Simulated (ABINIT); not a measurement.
# ZnO (zincite) (P6_3mc) in ABINIT: a series of runs

Runs on ZnO (zincite). Level: r2SCAN. Tasks: single point.

Everything below comes from runs of ABINIT 10.8.3 (patched build). Logs are shortened: lines on timing, memory, paths and dates and some standing lists are left out, and cuts for length are marked. The log counts tension as positive stress, the text compression.

**What was measured.**

“Electronic structure of alkaline earth and post-transition metal oxides”, 2009, arxiv:0908.1581 quotes, for a bulk crystal of ZnO: band gap 3.37 eV.

The results are compared with them further down.

**1. Starting point**

The structure is hexagonal, space group P6_3mc (No. 186). Conventional cell: a = 3.249 Å, b = 3.249 Å, c = 5.206 Å, α = 90.00°, β = 90.00°, γ = 120.00°. Around Zn (site symmetry 3m) lie 4 O at 1.97 to 1.98 Å. O (site symmetry 3m) has 4 Zn at 1.97 to 1.98 Å as nearest neighbours.

**2. Single point, r2SCAN**

run.abi reads:

```
pp_dirpath "./"
pseudos "Zn.GGA_PBE-ansatz.xml, O.GGA_PBE-ansatz.xml"

acell 3.249308 3.249308 5.205709 Angstrom
rprim
     1.0000000000     0.0000000000     0.0000000000
    -0.5000000000     0.8660254038     0.0000000000
     0.0000000000     0.0000000000     1.0000000000
ntypat 2
znucl 30 8
natom 4
typat 1 1 2 2
xred
     0.6666666667     0.3333333333     0.0000000000
     0.3333333333     0.6666666667     0.5000000000
     0.3333333333     0.6666666667     0.8790100000
     0.6666666667     0.3333333333     0.3790100000

ecut 19.0
pawecutdg 38.0
pawovlp 30

kptopt 1
ngkpt 7 7 4
nshiftk 1
shiftk 0.0 0.0 0.0

ixc -497498
usekden 1
pawxcdev 0

nband 22
occopt 3
tsmear 0.00183747

nstep 100
tolvrs 1.0e-7

iomode 3
prtwf 0
prtden 0
prteig 0
prtebands 0
enunit 1
```

Potentials or basis: Ansatz PAW PBE default generated set, frozen core.

Command:

```console
$ mpirun --bind-to none -np 4 abinit run.abi > log 2>&1
```

run.abo:

```text
[... set-up lines left out ...]
 ETOT  1  -147.73484628699    -1.477E+02 3.155E+00 1.950E+01
 ETOT  2  -147.81159899580    -7.675E-02 6.549E-01 6.139E+00
 ETOT  3  -147.81038258602     1.216E-03 1.929E-01 6.842E-01
 ETOT  4  -147.81380037257    -3.418E-03 9.542E-02 7.290E-01
 ETOT  5  -147.81152002789     2.280E-03 7.988E-02 7.443E-03
 ETOT  6  -147.81161166604    -9.164E-05 5.620E-02 6.069E-03
 ETOT  7  -147.81163725511    -2.559E-05 4.073E-02 3.410E-03
 ETOT  8  -147.81163180235     5.453E-06 3.025E-02 8.921E-04
 ETOT  9  -147.81163090364     8.987E-07 1.146E-02 7.474E-05
 ETOT 10  -147.81163020113     7.025E-07 1.423E-02 8.440E-06
 ETOT 11  -147.81163025968    -5.855E-08 5.328E-03 8.882E-06
 ETOT 12  -147.81163022118     3.850E-08 9.189E-03 4.423E-07
 ETOT 13  -147.81163022009     1.090E-09 3.674E-03 1.178E-08

 At SCF step   13       nres2   =  1.18E-08 < tolvrs=  1.00E-07 =>converged.

Result for kinetic energy density :

--------------------------------------------------------------------------------
 Total kinetic energy density [Ha/Bohr^3]
)     Maximum=    1.6842E+00  at reduced coord.    0.3333    0.6667    0.8833
)     Minimum=    7.7628E-04  at reduced coord.    0.6667    0.3333    0.0000
   Integrated=    2.2505E+01
--------------------------------------------------------------------------------

 Cartesian components of stress tensor (hartree/bohr^3)
  sigma(1 1)=  5.72867476E-05  sigma(3 2)=  0.00000000E+00
  sigma(2 2)=  5.72867471E-05  sigma(3 1)=  0.00000000E+00
  sigma(3 3)=  5.76139761E-06  sigma(2 1)=  0.00000000E+00

--- !ResultsGS
iteration_state: {dtset: 1, }
comment   : Summary of ground state results
lattice_vectors:
- [  6.1403022,   0.0000000,   0.0000000, ]
- [ -3.0701511,   5.3176577,   0.0000000, ]
- [  0.0000000,   0.0000000,   9.8373643, ]
lattice_lengths: [   6.14030,    6.14030,    9.83736, ]
lattice_angles: [ 90.000,  90.000, 120.000, ] # degrees, (23, 13, 12)
lattice_volume:   3.2120987E+02
convergence: {deltae:  1.090E-09, res2:  1.178E-08, residm:  3.674E-03, diffor: null, }
etotal    :  -1.47811630E+02
entropy   :   0.00000000E+00
fermie    :   1.36741521E-01
cartesian_stress_tensor: # hartree/bohr^3
- [  5.72867476E-05,   0.00000000E+00,   0.00000000E+00, ]
- [  0.00000000E+00,   5.72867471E-05,   0.00000000E+00, ]
- [  0.00000000E+00,   0.00000000E+00,   5.76139761E-06, ]
pressure_GPa:  -1.1801E+00
xred      :
- [  6.6667E-01,   3.3333E-01,   0.0000E+00, Zn]
- [  3.3333E-01,   6.6667E-01,   5.0000E-01, Zn]
- [  3.3333E-01,   6.6667E-01,   8.7901E-01,  O]
- [  6.6667E-01,   3.3333E-01,   3.7901E-01,  O]
cartesian_forces: # hartree/bohr
- [ -3.50815986E-28,  -2.02543704E-28,  -1.33518920E-03, ]
- [  3.50815986E-28,   2.02543704E-28,  -1.33518920E-03, ]
- [  3.50815986E-28,   2.02543704E-28,   1.33518920E-03, ]
- [ -3.50815986E-28,  -2.02543704E-28,   1.33518920E-03, ]
force_length_stats: {min:   1.33518920E-03, max:   1.33518920E-03, mean:   1.33518920E-03, }
...

 Integrated electronic density in atomic spheres:
 ------------------------------------------------
 Atom  Sphere_radius  Integrated_density
    1        2.63806         11.94578135
    2        2.63806         11.94578135
    3        1.79524          5.75918160
    4        1.79524          5.75918160

================================================================================

 ----iterations are completed or convergence reached----

 Mean square residual over all n,k,spin=   13.271E-06; max=  36.736E-04
 reduced coordinates (array xred) for    4 atoms
       0.666666666667      0.333333333333      0.000000000000
       0.333333333333      0.666666666667      0.500000000000
       0.333333333333      0.666666666667      0.879010000000
       0.666666666667      0.333333333333      0.379010000000
 rms dE/dt=  7.6190E-03; max dE/dt=  1.1859E-02; dE/dt below (all hartree)
    1       0.000000000000      0.000000000000      0.011859156960
    2      -0.000000000000      0.000000000000      0.011859156960
    3      -0.000000000000      0.000000000000     -0.014410328234
    4       0.000000000000      0.000000000000     -0.014410328234

 cartesian coordinates (angstrom) at end:
    1      1.62465400000000     0.93799442425686     0.00000000000000
    2      0.00000000000000     1.87598884851371     2.60285450000000
    3      0.00000000000000     1.87598884851371     4.57587026809000
    4      1.62465400000000     0.93799442425686     1.97301576809000

 cartesian forces (hartree/bohr) at end:
    1     -0.00000000000000    -0.00000000000000    -0.00133518920260
    2      0.00000000000000     0.00000000000000    -0.00133518920260
    3      0.00000000000000     0.00000000000000     0.00133518920260
    4     -0.00000000000000    -0.00000000000000     0.00133518920260
 frms,max,avg= 7.7087185E-04 1.3351892E-03   0.000E+00  0.000E+00  1.297E-04 h/b

 cartesian forces (eV/Angstrom) at end:
    1     -0.00000000000000    -0.00000000000000    -0.06865818931638
    2      0.00000000000000     0.00000000000000    -0.06865818931638
    3      0.00000000000000     0.00000000000000     0.06865818931638
    4     -0.00000000000000    -0.00000000000000     0.06865818931638
 frms,max,avg= 3.9639824E-02 6.8658189E-02   0.000E+00  0.000E+00  6.668E-03 e/A
 length scales=  6.140302218721  6.140302218721  9.837364301173 bohr
              =  3.249308000000  3.249308000000  5.205709000000 angstroms
 Fermi (or HOMO) energy (eV) =   3.72093   Average Vxc (eV)= -11.09298
 Eigenvalues (   eV  ) for nkpt=  24  k points:
 kpt#   1, nband= 22, wtk=  0.00510, kpt=  0.0000  0.0000  0.0000 (reduced coord)
 -15.97537  -15.27832   -2.73461   -2.73461   -2.69210   -2.57719   -2.52440   -2.52440
  -1.50417   -1.50417   -1.29605   -1.29605   -1.03203    2.24940    2.24940    2.99959
   3.07431    3.07431    4.31129    8.92760   11.93870   16.76318
 prteigrs : prtvol=0 or 1, do not print more k-points.

--- !EnergyTerms
iteration_state     : {dtset: 1, }
comment             : Components of total free energy in Hartree
kinetic             :  2.25046475059266E+01
hartree             :  6.09305607745471E+01
xc                  : -1.44266548768999E+01
Ewald energy        : -1.08873348688041E+02
psp_core            :  4.98371877370718E+00
local_psp           : -1.52649500655541E+02
PAW spherical_terms :  3.97189576817794E+01
internal            : -1.47811619484521E+02
'-kT*entropy'       : -3.86553657893359E-09
total_energy        : -1.47811619488387E+02
total_energy_eV     : -4.02215906954247E+03
...

--- !EnergyTermsDC
iteration_state     : {dtset: 1, }
comment             : '"Double-counting" decomposition of free energy'
band_energy         : -3.28724102800400E+00
Ewald energy        : -1.08873348688041E+02
psp_core            :  4.98371877370718E+00
xc_dc               : -6.44662375342822E+01
PAW spherical_terms :  2.38314782603942E+01
internal            : -1.47811630216226E+02
'-kT*entropy'       : -3.86553657893359E-09
total_energy_dc     : -1.47811630220091E+02
total_energy_dc_eV  : -4.02215936156702E+03
...

--- !EnergyTermsWithPAWCore
iteration_state     : {dtset: 1, }
comment             : 'Components of total free energy, including PAW core contributions'
Total energy        : -3.70691525091651E+03
Total energy DC     : -3.70691526164821E+03
Total energy (eV)   : -1.00870302673807E+05
Total energy DC (eV): -1.00870302965831E+05
...

 Cartesian components of stress tensor (hartree/bohr^3)
  sigma(1 1)=  5.72867476E-05  sigma(3 2)=  0.00000000E+00
  sigma(2 2)=  5.72867471E-05  sigma(3 1)=  0.00000000E+00
  sigma(3 3)=  5.76139761E-06  sigma(2 1)=  0.00000000E+00

-Cartesian components of stress tensor (GPa)         [Pressure= -1.1801E+00 GPa]
- sigma(1 1)=  1.68543431E+00  sigma(3 2)=  0.00000000E+00
- sigma(2 2)=  1.68543429E+00  sigma(3 1)=  0.00000000E+00
- sigma(3 3)=  1.69506170E-01  sigma(2 1)=  0.00000000E+00

== END DATASET(S) ==============================================================
================================================================================

 -outvars: echo values of variables after computation  --------
            acell      6.1403022187E+00  6.1403022187E+00  9.8373643012E+00 Bohr
           etotal     -1.4781163022E+02
            fcart     -3.5081598622E-28 -2.0254370407E-28 -1.3351892026E-03
                       3.5081598622E-28  2.0254370407E-28 -1.3351892026E-03
                       3.5081598622E-28  2.0254370407E-28  1.3351892026E-03
                      -3.5081598622E-28 -2.0254370407E-28  1.3351892026E-03
            rprim      1.0000000000E+00  0.0000000000E+00  0.0000000000E+00
                      -5.0000000000E-01  8.6602540380E-01  0.0000000000E+00
                       0.0000000000E+00  0.0000000000E+00  1.0000000000E+00
           strten      5.7286747645E-05  5.7286747085E-05  5.7613976092E-06
                       0.0000000000E+00  0.0000000000E+00  0.0000000000E+00
           xangst      1.6246540000E+00  9.3799442426E-01  0.0000000000E+00
                       6.5619490340E-17  1.8759888485E+00  2.6028545000E+00
                       6.5619490340E-17  1.8759888485E+00  4.5758702681E+00
                       1.6246540000E+00  9.3799442426E-01  1.9730157681E+00
             xred      6.6666666667E-01  3.3333333333E-01  0.0000000000E+00
                       3.3333333333E-01  6.6666666667E-01  5.0000000000E-01
                       3.3333333333E-01  6.6666666667E-01  8.7901000000E-01
                       6.6666666667E-01  3.3333333333E-01  3.7901000000E-01
 Calculation completed.
```

Run time: 55 s. Hardware: 4 MPI ranks of Arm Neoverse V2, shared host; peak memory 0.88 GiB.

Results:

| Property | Result |
| --- | --- |
| Free energy | -4022.1594 eV |
| Pressure | -1.2 GPa |
| Largest force | 0.069 eV/Å |
| Band gap on the k mesh | 1.24 eV, direct |

Forces in eV/Å, atoms in the order of the input:
```
Zn   0.000  0.000 -0.069
Zn   0.000  0.000 -0.069
O    0.000  0.000  0.069
O    0.000  0.000  0.069
```

Stress tensor (GPa, compression positive):
```
-1.69  0.00  0.00
 0.00 -1.69  0.00
 0.00  0.00 -0.17
```

Caveat: the atomic spheres overlap; totals of a meta-GGA on PAW files have another zero than those of a GGA; the PAW data sets were made with another functional, which shifts forces and pressure a little.

**3. Single point, r2SCAN**

Edit run.abi of step 2 so:

```diff
@@ -1,3 +1,3 @@
 pp_dirpath "./"
-pseudos "Zn.GGA_PBE-ansatz.xml, O.GGA_PBE-ansatz.xml"
+pseudos "Zn.GGA_PBE-JTH.xml, O.GGA_PBE-JTH.xml"
 
@@ -18,5 +18,4 @@
 
-ecut 19.0
-pawecutdg 38.0
-pawovlp 30
+ecut 28.0
+pawecutdg 50.0
```

Potentials or basis: JTH PAW PBE v2.0.

Command:

```console
$ mpirun --bind-to none -np 4 abinit run.abi > log 2>&1
```

Wall time 1.7 min (4 MPI ranks of Arm Neoverse V2, shared host); peak memory 0.52 GiB.

It converged, with:

* Free energy: -4006.2663 eV
* Pressure: -1.2 GPa
* Largest force: 0.073 eV/Å
* Band gap on the k mesh: 1.21 eV, direct
* Valence electrons inside the program's atomic spheres: Zn 10.87; O 4.56

Forces in eV/Å, atoms in the order of the input:
```
Zn   0.000  0.000 -0.073
Zn   0.000  0.000 -0.073
O    0.000  0.000  0.073
O    0.000  0.000  0.073
```

Stress tensor (GPa, compression positive):
```
-1.74  0.00  0.00
 0.00 -1.74  0.00
 0.00  0.00 -0.11
```

Levels at points of the mesh, in eV from the valence-band top:
```tsv
k point	band 15	band 16	band 17	band 18	band 19	band 20	band 21	band 22
(0.00, 0.00, 0.00)	-0.83	-0.08	0.00	0.00	1.21	5.82	8.85	13.64
(0.00, 0.00, 0.50)	-0.41	-0.41	-0.41	-0.41	3.91	3.91	10.83	10.83
```

Caveat: totals of a meta-GGA on PAW files have another zero than those of a GGA; the PAW data sets were made with another functional, which shifts forces and pressure a little.

**4. Comparison with measurements**

Step 2. Measured gap of ZnO: 3.37 eV (quoted in “Electronic structure of alkaline earth and post-transition metal oxides”, 2009, arxiv:0908.1581). This calculation gives 1.24 eV (-2.13 eV). So large a miss can be the level of theory's own, or it may mean another phase, state or a wrong row. The value is that of r2SCAN, without temperature or zero-point motion.

Step 3. Against the measured gap of ZnO, 3.37 eV (quoted in “Electronic structure of alkaline earth and post-transition metal oxides”, 2009, arxiv:0908.1581), the calculated 1.21 eV is off by -2.16 eV. So large a miss can be the level of theory's own, or it may mean another phase, state or a wrong row. The value is that of r2SCAN, without temperature or zero-point motion.
